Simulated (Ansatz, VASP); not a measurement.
# B: VASP beside Ansatz

```xyz
2
Lattice="1.6026 0.0000 0.0000 0.0000 2.8274 0.0000 0.0000 0.0000 3.8615" Properties=species:S:1:pos:R:3 pbc="T T T"
B     0.0000    1.4137    2.3527
B     0.8013    0.0000    1.5088
```

Change from the starting cell: volume scaled by 0.96.

Alike in both runs: task single point; functional PBE; k mesh 16 × 9 × 7; occupations fermi-dirac, width 0.05 eV; no spin polarisation.

```csv
,VASP,Ansatz
version,VASP 6.6.1,Ansatz 0.2.0
potentials or method,"VASP PAW PBE potentials, release 64 (B)",Ansatz PAW
plane-wave cutoff (eV),520,420
valence electrons in the cell,6,6
```

```tsv
	VASP	Ansatz	Ansatz less VASP
gap on the k mesh at the Fermi level (eV)	none	none	-
pressure (GPa)	7.9	7.9	+0.01
largest component of the traceless stress (GPa)	6.71	6.63	-0.085
rms of the force components (eV/Å)	0.097	0.099	+0.0014
```

Atom by atom the forces differ by 0.001 eV/Å (rms over components). A gap of «none» marks a metal or a gap that the smearing closes.

Caveats: this functional lacks dispersion, which binds the layers, so the pressure and a relaxed spacing across them are unreliable.
